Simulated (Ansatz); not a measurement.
A plane-wave DFT run in Ansatz 0.2.0 (scalar-relativistic PAW potentials unless the input names others): input and command.

```yaml
crystal:
  lattice:
    - [0.0, 3.5341, 3.5341]
    - [3.5341, 0.0, 3.5341]
    - [3.5341, 3.5341, 0.0]
  atoms:
    - { symbol: K, position: [0.0, 0.0, 0.0] }
    - { symbol: Cl, position: [0.25, 0.25, 0.25] }
basis:
  ecutwfc: 420
kpoints:
  mp_grid: { grid: [6, 6, 6] }
hamiltonian:
  xc: lda
scf:
  occupations: { method: gaussian, width: 0.02 }
  mixing: { algorithm: anderson, beta: 0.005, ndim: 1 }
  max_iter: 60
output:
  forces: true
  eigenvalues: true
  stress: true
```

```bash
ansatz run input.yaml --threads 1 --pin off --max-ram 2560MiB --backend cpu --events-out ev --progress --plain --runs-dir out
```

Abridged log:
```
Basis set: ecut = 420 eV, 1759 PW (Γ)
Bands: 12, of which v1, the nominal top of the filled ones, is band 8 counted from 1 (7 counted from 0)
Symmetry: 24 space group operations
k-points: 16 of 216 (time reversal used)
SCF iter   1: F=—  HF=-2543.918173 eV  |F-HF|=—  |Δ(HF+E_count)|=         —  Δρ=4.61e-3  dr2=1.71e-2  ethr=1.77e-3  ⟨swp⟩=6.4  Hψ=1328  notcnv=0
SCF iter   2: F=—  HF=-2543.917646 eV  |F-HF|=—  |Δ(HF+E_count)|=   5.27e-4  Δρ=4.64e-3  dr2=1.77e-2  ethr=1.07e-4  ⟨swp⟩=1.1  Hψ=321  notcnv=0
SCF iter   3: F=—  HF=-2543.917573 eV  |F-HF|=—  |Δ(HF+E_count)|=   7.38e-5  Δρ=4.62e-3  dr2=1.75e-2  ethr=1.07e-4  ⟨swp⟩=1.0  Hψ=192  notcnv=0
SCF iter   4: F=—  HF=-2543.917494 eV  |F-HF|=—  |Δ(HF+E_count)|=   7.90e-5  Δρ=4.59e-3  dr2=1.72e-2  ethr=1.07e-4  ⟨swp⟩=1.0  Hψ=192  notcnv=0
SCF iter   5: F=—  HF=-2543.917415 eV  |F-HF|=—  |Δ(HF+E_count)|=   7.82e-5  Δρ=4.57e-3  dr2=1.70e-2  ethr=1.07e-4  ⟨swp⟩=1.0  Hψ=192  notcnv=0
SCF iter   6: F=—  HF=-2543.917338 eV  |F-HF|=—  |Δ(HF+E_count)|=   7.76e-5  Δρ=4.54e-3  dr2=1.68e-2  ethr=1.06e-4  ⟨swp⟩=1.0  Hψ=192  notcnv=0
SCF iter   7: F=—  HF=-2543.917261 eV  |F-HF|=—  |Δ(HF+E_count)|=   7.72e-5  Δρ=4.52e-3  dr2=1.65e-2  ethr=1.05e-4  ⟨swp⟩=1.0  Hψ=192  notcnv=0
SCF iter   8: F=—  HF=-2543.917186 eV  |F-HF|=—  |Δ(HF+E_count)|=   7.49e-5  Δρ=4.49e-3  dr2=1.63e-2  ethr=1.03e-4  ⟨swp⟩=1.0  Hψ=192  notcnv=0
   ...
SCF iter  29: F=—  HF=-2543.915842 eV  |F-HF|=—  |Δ(HF+E_count)|=   5.51e-5  Δρ=3.99e-3  dr2=1.23e-2  ethr=7.80e-5  ⟨swp⟩=1.0  Hψ=192  notcnv=0
SCF iter  30: F=—  HF=-2543.915787 eV  |F-HF|=—  |Δ(HF+E_count)|=   5.45e-5  Δρ=3.97e-3  dr2=1.22e-2  ethr=7.70e-5  ⟨swp⟩=1.0  Hψ=192  notcnv=0
SCF iter  31: F=—  HF=-2543.915733 eV  |F-HF|=—  |Δ(HF+E_count)|=   5.41e-5  Δρ=3.95e-3  dr2=1.20e-2  ethr=7.59e-5  ⟨swp⟩=1.0  Hψ=192  notcnv=0
SCF iter  32: F=—  HF=-2543.915679 eV  |F-HF|=—  |Δ(HF+E_count)|=   5.43e-5  Δρ=3.92e-3  dr2=1.18e-2  ethr=6.25e-6  ⟨swp⟩=1.0  Hψ=448  notcnv=0
Mixer restart at iter 32: flushing history
iteration 32: the SCF's residuals had fallen too slowly under its mixing. It goes on by minimising its free energy, and can end on another state than longer mixing would; under `scf.algorithm: density_mixing` no SCF does so, but by `scf.convergence.dm_fallback`
SCF iter  33: F=—  HF=-2543.912522 eV  |F-HF|=—  |Δ(HF+E_count)|=   3.16e-3  Δρ=1.36e-3  dr2=2.27e-3  ethr=6.25e-6  ⟨swp⟩=2.8  Hψ=2023  notcnv=0
SCF iter  34: F=—  HF=-2543.911755 eV  |F-HF|=—  |Δ(HF+E_count)|=   7.68e-4  Δρ=1.70e-4  dr2=1.58e-5  ethr=6.25e-6  ⟨swp⟩=2.4  Hψ=1162  notcnv=0
SCF iter  35: F=-2543.911748 eV  HF=-2543.911748 eV  |F-HF|=1.01e-8  |Δ(HF+E_count)|=   7.35e-6  Δρ=3.46e-6  dr2=1.52e-8  ethr=6.25e-10  ⟨swp⟩=5.2  Hψ=991  notcnv=0
SCF iter  36: F=-2543.911748 eV  HF=-2543.911748 eV  |F-HF|=1.01e-8  |Δ(HF+E_count)|=  1.09e-11  Δρ=3.46e-6  dr2=1.52e-8  ethr=9.47e-11  ⟨swp⟩=2.0  Hψ=750  notcnv=0
SCF 1 converged in 36 iterations: F = -2543.911748 eV  dr2 = 1.52e-8
SCF converged after 36 iterations
Free energy (F): -2543.911748 eV
Harris-Foulkes:  -2543.911748 eV  (|F-HF|=1.01e-8)
Internal energy: -2543.911748 eV  (E = F + TS)
E sigma→0 (E₀):  -2543.911748 eV
Fermi energy:    0.597485 eV
--- Forces (eV/Å), atoms counted from 1 ---
  atom   1  K      0.00000000     0.00000000     0.00000000
  atom   2  Cl     0.00000000     0.00000000     0.00000000
--- Stress (GPa, compression-positive) ---
       -1.402719       0.000000       0.000000
        0.000000      -1.402719       0.000000
        0.000000       0.000000      -1.402719
  P = ⅓ Tr σ = -1.4027 GPa (-14.027 kbar)
```

One setting here is unusual or wrong in general: mixing far too weak (scf.mixing: not typed → {"algorithm": "anderson", "beta": 0.005, "ndim": 1}). For this cell it did little harm to the result: the run converged in 36 SCF iterations (reference: 6) with an energy at zero smearing within 0.01 meV/atom of the reference's, pressure -1.40 GPa, largest force 0.000 eV/Å, gap on the mesh 4.43 eV. A reference run from the same start on usual settings converged with pressure -1.40 GPa, largest force 0.000 eV/Å, gap on the mesh 4.43 eV.

It took 12 s on 1 thread of Intel(R) Xeon(R) Processor @ 2.50GHz (Skylake/Cascade Lake) (shared host), peak memory 0.33 GiB.